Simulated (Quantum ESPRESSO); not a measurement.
Crystal: I.

```
I
1.0
     0.00000    3.23491    0.00000
    -1.61746   -1.61746    4.26481
     6.46982    0.00000    0.00000
I
2
Direct
  0.98894 0.98913 0.98211
  0.01106 0.01087 0.51789
```

- Program: Quantum ESPRESSO 7.5
- Task: relaxation of the atoms
- Functional: PBE
- Dispersion: rVV10
- Potentials or basis: JTH 2.0 LDA
- Cutoff: 490 eV
- Density cutoff: 2939 eV
- k mesh: 5 × 3 × 3
- Occupations: fermi-dirac, width 0.136 eV
- Spin: no spin polarisation

At the start: volume 44.63 Å³/atom.

Problem. Where does the relaxation end?

Solution. Over 27 steps the energy falls by 25.0 meV/atom; space group C2/m (No. 12, to 0.05 Å).

The path:
| step | energy change (eV) | largest force (eV/Å) |
| --- | --- | --- |
| 1 | 0.0000 | 0.5233 |
| 2 | -0.0105 | 0.4523 |
| 3 | -0.0204 | 0.3802 |
| 4 | -0.0321 | 0.2814 |
| 5 | -0.0434 | 0.1476 |
| 6 | -0.0480 | 0.0200 |
| 7 | -0.0481 | 0.0176 |
| 8 | -0.0481 | 0.0179 |
| 9 | -0.0481 | 0.0182 |
| 10 | -0.0482 | 0.0186 |
| 11 | -0.0482 | 0.0190 |
| 12 | -0.0483 | 0.0196 |
| 13 | -0.0484 | 0.0203 |
| 14 | -0.0486 | 0.0212 |
| 15 | -0.0488 | 0.0224 |
| 16 | -0.0489 | 0.0244 |
| 17 | -0.0489 | 0.0227 |
| 18 | -0.0490 | 0.0213 |
| 19 | -0.0490 | 0.0202 |
| 20 | -0.0491 | 0.0204 |
| 21 | -0.0492 | 0.0227 |
| 22 | -0.0492 | 0.0271 |
| 23 | -0.0494 | 0.0325 |
| 24 | -0.0495 | 0.0363 |
| 25 | -0.0497 | 0.0316 |
| 26 | -0.0499 | 0.0161 |
| 27 | -0.0499 | 0.0024 |

Final structure:
```
CELL_PARAMETERS angstrom
0.00000 3.23491 0.00000
-1.61746 -1.61746 4.26481
6.46982 0.00000 0.00000
ATOMIC_POSITIONS crystal
I 0.98448 0.96964 0.99240
I 0.01552 0.03036 0.50760
```

Caveat: the k mesh is coarse (spacing up to 0.49 Å⁻¹), so the values aren't converged; the potentials were made for another functional, which shifts forces and pressure; rVV10's parameter b was fitted to another functional; the cutoff is low for these files, which shifts pressure and relaxed volume.
